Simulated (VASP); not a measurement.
Here is a VASP 6.6.1 calculation.

POSCAR

```
FeNi3
1.0
    3.5450000000      0.0000000000      0.0000000000
    0.0000000000      3.5450000000      0.0000000000
    0.0000000000      0.0000000000      3.5450000000
Fe Ni
1 3
Direct
    0.0000000000      0.0000000000      0.0000000000
    0.0000000000      0.5000000000      0.5000000000
    0.5000000000      0.0000000000      0.5000000000
    0.5000000000      0.5000000000      0.0000000000
```

File INCAR.step1:

```
SYSTEM = FeNi3
PREC = Accurate
ENCUT = 520
ISMEAR = -1
SIGMA = 0.1
LREAL = .False.
LASPH = .True.
NELM = 150
ISPIN = 2
MAGMOM = 2.4 -1 1 -1
LMAXMIX = 4
NBANDS = 31
GGA = PE
ALGO = Normal
EDIFF = 1E-4
LWAVE = .True.
LCHARG = .False.
```

The input INCAR.step2:

```
SYSTEM = FeNi3
PREC = Accurate
ENCUT = 520
EDIFF = 1E-7
ISMEAR = -1
SIGMA = 0.1
LREAL = .False.
LASPH = .True.
NELM = 150
ALGO = Normal
ISIF = 2
LWAVE = .False.
LCHARG = .False.
ISPIN = 2
MAGMOM = 2.4 -1 1 -1
LORBIT = 11
LMAXMIX = 4
METAGGA = R2SCAN
LMIXTAU = .True.
NBANDS = 31
ISTART = 1
```

Contents of KPOINTS:

```
Automatic mesh
0
Gamma
  3 3 3
  0 0 0
```

Potentials or basis: VASP PAW PBE potentials, release 64 (Fe, Ni).

The run is started by

```bash
$ cat potpaw_PBE.64/Fe/POTCAR potpaw_PBE.64/Ni/POTCAR > POTCAR
$ cp INCAR.step1 INCAR
$ mpirun -np 1 vasp_std > vasp.out
$ cp INCAR.step2 INCAR
$ mpirun -np 1 vasp_std > vasp.out
```

Q: What does it give for the pressure?

A: -7.2 GPa.

Q: What does it give for the band gap on the k mesh?

A: None (metal or under the smearing width).

Caveat: the k mesh is coarse (spacing up to 0.59 Å⁻¹), so the values aren't converged; the PAW data sets were made with another functional, which shifts forces and pressure a little.
